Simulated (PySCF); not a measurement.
Basis set benchmark on one molecule

Molecule: `OCc1ccccc1`, C7H8O.

Geometry (Å), atoms numbered from 1 in this order:
```xyz
16

O    -2.589   -1.111   -0.586
C    -2.041   -0.177    0.300
C    -0.549   -0.002    0.155
C     0.242   -1.065   -0.294
C     1.623   -0.922   -0.409
C     2.233    0.286   -0.073
C     1.452    1.351    0.374
C     0.070    1.208    0.483
H    -2.350   -0.840   -1.480
H    -2.533    0.813    0.223
H    -2.266   -0.553    1.314
H    -0.245   -2.008   -0.555
H     2.228   -1.761   -0.762
H     3.316    0.399   -0.165
H     1.921    2.304    0.632
H    -0.539    2.051    0.823
```

Geometry PBE0-D3(BJ)/def2-SVP throughout; GIAO in PySCF 2.14, gas phase, one conformer, non-relativistic; equivalent atoms averaged; functional PBE0.

Reference values (estimated from measurements, as parent shift plus tabulated substituent increments; solution, not stated per compound (mostly CDCl3 or CCl4); Pretsch, Buehlmann, Badertscher, Structure Determination of Organic Compounds, 4th ed. (2009)): δ(C4/C8) = 127.3 ppm, δ(C5/C7) = 128.7 ppm, δ(C6) = 127.4 ppm, δ(H12/H16) = 7.27 ppm, δ(H13/H15) = 7.27 ppm, δ(H14) = 7.27 ppm. Computed shifts are taken against TMS, calculated as an isolated molecule at each level.

**Question.** How do the basis sets STO-3G, pcSseg-0, 6-31G, 6-31G*, cc-pVDZ, def2-SVP, pcSseg-1, aug-cc-pVDZ, 6-311+G(2d,p), def2-TZVP perform against the reference? Times are CPU seconds on shared hosts with different chips, so compare them loosely.

**Answer.** 
| basis set | functions | C4/C8 | C5/C7 | C6 | H12/H16 | H13/H15 | H14 | mean abs. error C | mean abs. error H | core-s |
| --- | --- | --- | --- | --- | --- | --- | --- | --- | --- | --- |
| STO-3G | 48 | 110.5 | 110.7 | 110.2 | 6.97 | 7.03 | 7.00 | 17.3 | 0.27 | 4.1 |
| pcSseg-0 | 88 | 136.3 | 138.9 | 138.0 | 7.37 | 7.32 | 7.23 | 9.9 | 0.06 | 15 |
| 6-31G | 88 | 121.9 | 124.9 | 123.9 | 7.48 | 7.40 | 7.32 | 4.2 | 0.13 | 8.6 |
| 6-31G* | 128 | 119.7 | 122.5 | 121.4 | 7.33 | 7.29 | 7.19 | 6.6 | 0.05 | 13 |
| cc-pVDZ | 152 | 125.0 | 128.4 | 126.9 | 7.38 | 7.29 | 7.21 | 1.0 | 0.06 | 32 |
| def2-SVP | 152 | 123.9 | 126.6 | 125.3 | 7.34 | 7.24 | 7.12 | 2.5 | 0.08 | 29 |
| pcSseg-1 | 176 | 130.6 | 134.1 | 133.0 | 7.56 | 7.48 | 7.38 | 4.8 | 0.20 | 22 |
| aug-cc-pVDZ | 256 | 124.0 | 127.3 | 126.2 | 7.75 | 7.63 | 7.51 | 2.0 | 0.36 | 74 |
| 6-311+G(2d,p) | 264 | 128.7 | 132.2 | 130.9 | 7.71 | 7.59 | 7.50 | 2.8 | 0.33 | 38 |
| def2-TZVP | 296 | 130.2 | 133.6 | 132.4 | 7.70 | 7.59 | 7.49 | 4.3 | 0.32 | 91 |

For 13C the closest is cc-pVDZ (1.0 ppm) and the furthest STO-3G (17.3 ppm).

For 1H the closest is 6-31G* (0.05 ppm, with pcSseg-0, cc-pVDZ, def2-SVP practically level) and the furthest aug-cc-pVDZ (0.36 ppm). Where a smaller basis beats a larger one, errors probably cancel. One molecule is a small sample, and vibrational and solvent effects are absent from the calculation.

A small basis that lands close on one nucleus may do so by chance; judge by the trend and by all nuclei.
